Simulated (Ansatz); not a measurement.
Free-standing chains of the atoms of Co, named by their start (strip: triangular double chain, ladder: square double chain); atoms and period are relaxed, and energies count from relaxed bulk Co (Im-3m, not its usual structure, 11.09 Å³/atom, gap on the mesh 0.00 eV).

Level of theory: Ansatz, DFT PBE, scalar-relativistic, plane waves, PAW.

Cutoff 420 eV; k points 1×1×15 on the computed 4-atom cell (Γ-centred); Gaussian smearing, width 0.05 eV; collinear spin from starting moments 1.99 1.99 1.99 1.99 μB.

Start (ladder chain):

```yaml
crystal:
  lattice:
    - [11.30000, 0.00000, 0.00000]
    - [0.00000, 9.30000, 0.00000]
    - [0.00000, 0.00000, 4.37974]
  atoms:
    - { symbol: Co, position: [0.39826, 0.50000, 0.00000] }
    - { symbol: Co, position: [0.39826, 0.50000, 0.50000] }
    - { symbol: Co, position: [0.60174, 0.50000, 0.00000] }
    - { symbol: Co, position: [0.60174, 0.50000, 0.50000] }
```

What does the relaxation give?

The free energy falls by 64 meV/atom.

```
excess energy (eV per host atom) : 2.282
period (Å)                       : 4.530
gap on the mesh (eV)             : 0
size of the moment (μB per cell) : 8.22
```

Relaxed structure:
```yaml
crystal:
  lattice:
    - [11.30000, 0.00000, 0.00000]
    - [0.00000, 9.30000, 0.00000]
    - [0.00000, 0.00000, 4.52984]
  atoms:
    - { symbol: Co, position: [0.40634, 0.50000, 0.00000] }
    - { symbol: Co, position: [0.40634, 0.50000, 0.50000] }
    - { symbol: Co, position: [0.59366, 0.50000, 0.00000] }
    - { symbol: Co, position: [0.59366, 0.50000, 0.50000] }
```

Each run keeps its start's symmetry and one magnetic start, so lower states can exist.

It took 120 s on 2 threads of Arm Neoverse V1, with other jobs on the host, peak memory 0.86 GiB.